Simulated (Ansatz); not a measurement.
`OB([SiH3])Cl` + `NC(N)=O` → `NC(=O)N[SiH3]` + `OBCl`  (cleavage of the Si–B bond)

Isolated molecules relaxed with PBE0-D4/def2-TZVP in Ansatz; ΔE leaves out vibrations. CCSD(T)/CBS is the MP2 limit (def2-TZVPP, def2-QZVPP) plus CCSD(T) − MP2 in def2-TZVPP, frozen cores. This one scheme is used for every species. DFT in def2-TZVPP. One conformer a species, not always the lowest.

```json
{"level": "PBE-D4", "ΔE (kJ/mol)": "-55.0", "difference from CCSD(T)/CBS": "18.3"}
{"level": "PBE0-D4", "ΔE (kJ/mol)": "-61.1", "difference from CCSD(T)/CBS": "12.2"}
{"level": "ωB97X-V", "ΔE (kJ/mol)": "-69.6", "difference from CCSD(T)/CBS": "3.7"}
{"level": "ωB97M-V", "ΔE (kJ/mol)": "-74.0", "difference from CCSD(T)/CBS": "-0.7"}
{"level": "B2PLYP", "ΔE (kJ/mol)": "-73.6", "difference from CCSD(T)/CBS": "-0.3"}
{"level": "PBE", "ΔE (kJ/mol)": "-53.7", "difference from CCSD(T)/CBS": "19.6"}
{"level": "r2SCAN", "ΔE (kJ/mol)": "-66.8", "difference from CCSD(T)/CBS": "6.5"}
{"level": "PBE0", "ΔE (kJ/mol)": "-60.0", "difference from CCSD(T)/CBS": "13.3"}
{"level": "HF/def2-QZVPP", "ΔE (kJ/mol)": "-85.9", "difference from CCSD(T)/CBS": "-12.6"}
{"level": "SCS-MP2/def2-QZVPP", "ΔE (kJ/mol)": "-81.4", "difference from CCSD(T)/CBS": "-8.1"}
{"level": "CCSD(T)/CBS", "ΔE (kJ/mol)": "-73.3", "difference from CCSD(T)/CBS": "0"}
```

Largest T1 diagnostic among the species: 0.014.

In def2-TZVPP, CCSD(T) changes the Hartree–Fock value by +11.3 kJ/mol (the triples alone add +1.3 kJ/mol) and MP2 by +4.1 kJ/mol. From PBE to PBE0 (25 % exact exchange), in def2-TZVPP and without D4, ΔE moves by −6.4 kJ/mol.

CCSD(T)/CBS has its own doubt, a few kJ/mol and more with outer-core shells, so smaller differences from it don't rank the levels.
